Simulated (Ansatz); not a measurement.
Crystal: SnO.

```xyz
4
Lattice="3.8137 0.0000 0.0000 0.0000 3.8137 0.0000 0.0000 0.0000 4.8869" Properties=species:S:1:pos:R:3 pbc="T T T"
Sn    1.9068    0.0000    3.7367
Sn    0.0000    1.9068    1.1503
O     0.0000    0.0000    0.0000
O     1.9068    1.9068    0.0000
```

The cell is a database's computed one.

```yaml
Program: Ansatz 0.2.0
Task: relaxation of cell and atoms
Functional: revPBE
Dispersion: D3(BJ)
Potentials_or_basis: Ansatz PAW
Cutoff: "420 eV (not typed: the program's choice for these potentials)"
k_mesh: 7 × 7 × 6
Occupations: fermi-dirac, width 0.05 eV
Spin: no spin polarisation
```

At the start: volume 17.77 Å³/atom.

Task: How do energy, volume and symmetry change on relaxing?

Result: It ends after 9 steps and the volume is 17.18 Å³/atom (-3.3 %); space group P4/nmm (No. 129, to 0.05 Å).

The path:
| step | energy change (eV) | largest force (eV/Å) | volume (Å³) |
| --- | --- | --- | --- |
| 1 | 0.0000 | 0.5374 | 71.08 |
| 2 | -0.0139 | 0.5884 | 66.89 |
| 3 | -0.0344 | 0.0418 | 68.94 |
| 4 | -0.0360 | 0.0029 | 68.98 |
| 5 | -0.0366 | 0.0076 | 68.97 |
| 6 | -0.0364 | 0.0021 | 69.03 |
| 7 | -0.0330 | 0.0006 | 69.03 |
| 8 | -0.0340 | 0.0001 | 68.74 |
| 9 | -0.0333 | 0.0000 | 68.74 |

Final structure:
```
Sn O
1.0
     3.83539    0.00000    0.00000
     0.00000    3.83539    0.00000
     0.00000    0.00000    4.67265
Sn O
2 2
Cartesian
  1.9177 0.0000 3.5100
  0.0000 1.9177 1.1626
  0.0000 0.0000 0.0000
  1.9177 1.9177 0.0000
```

Caveat: the plane-wave basis is chosen anew once the cell has moved, so the energies of steps on either side of that aren't comparable; the pressure holds a Pulay correction of +0.4 GPa for the finite cutoff; the PAW data sets come from PBE, with cores solved anew for the run's functional, which leaves a small shift of forces and pressure.
